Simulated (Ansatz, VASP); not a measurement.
Two plane-wave programs on Pd

INCAR

```
SYSTEM = Pd
PREC     = Accurate       ! precision mode
ENCUT    = 520            ! plane-wave cutoff, eV
EDIFF    = 1E-7           ! SCF threshold, eV
ISMEAR   = 0              ! smearing method
SIGMA    = 0.15           ! smearing width, eV
LREAL    = .FALSE.        ! projectors in reciprocal space
LASPH    = .TRUE.         ! aspherical terms in the spheres
NELM     = 100            ! most SCF steps
ALGO     = Fast           ! electronic algorithm
ISIF     = 2              ! what is computed and relaxed
LWAVE    = .FALSE.        ! write WAVECAR
LCHARG   = .FALSE.        ! write CHGCAR
GGA      = PS             ! functional
NBANDS   = 11             ! bands
```

KPOINTS

```
Automatic mesh
0
G
  24 24 24
  0 0 0
```

The input POSCAR:

```
Pd
1.0
   -0.0929843246      1.8995369178      1.8995369178
    1.8995369178     -0.0929843246      1.8995369178
    1.8995369178      1.8995369178     -0.0929843246
Pd
1
Direct
    0.0000000000      0.0000000000      0.0000000000
```

Input for Ansatz:

```yaml
crystal:
  lattice:
    - [-0.0929843246, 1.8995369178, 1.8995369178]
    - [1.8995369178, -0.0929843246, 1.8995369178]
    - [1.8995369178, 1.8995369178, -0.0929843246]
  atoms:
    - { symbol: Pd, position: [0.0, 0.0, 0.0] }
basis:
  ecutwfc: 420
kpoints:
  mp_grid: { grid: [24, 24, 24] }
hamiltonian:
  xc: pbesol
scf:
  occupations: { method: gaussian, width: 0.15 }
output:
  forces: true
  stress: true
  eigenvalues: true
  write_density: true
  write_potential: true
  elf: true
  volumetric_format: npy
```

Alike in both runs: task single point; functional PBEsol; k mesh 24 × 24 × 24; occupations gaussian, width 0.15 eV; no spin polarisation.

```csv
,VASP,Ansatz
version,VASP 6.6.1,Ansatz 0.2.0
potentials or method,"VASP PAW PBE potentials, release 64 (Pd)","scalar-relativistic, plane waves, PAW"
plane-wave cutoff (eV),520,420
valence electrons in the cell,10,18
```

```csv
,VASP,Ansatz,Ansatz less VASP
gap on the k mesh at the Fermi level (eV),none,none,-
pressure (GPa),-1.4,-1.1,+0.35
largest component of the traceless stress (GPa),3.58,3.60,+0.025
```

A gap of «none» marks a metal or a gap that the smearing closes. The two sets of potentials don't hold the same shells in valence.

Caveats: the PAW data sets were made with another functional, which shifts forces and pressure a little (VASP).
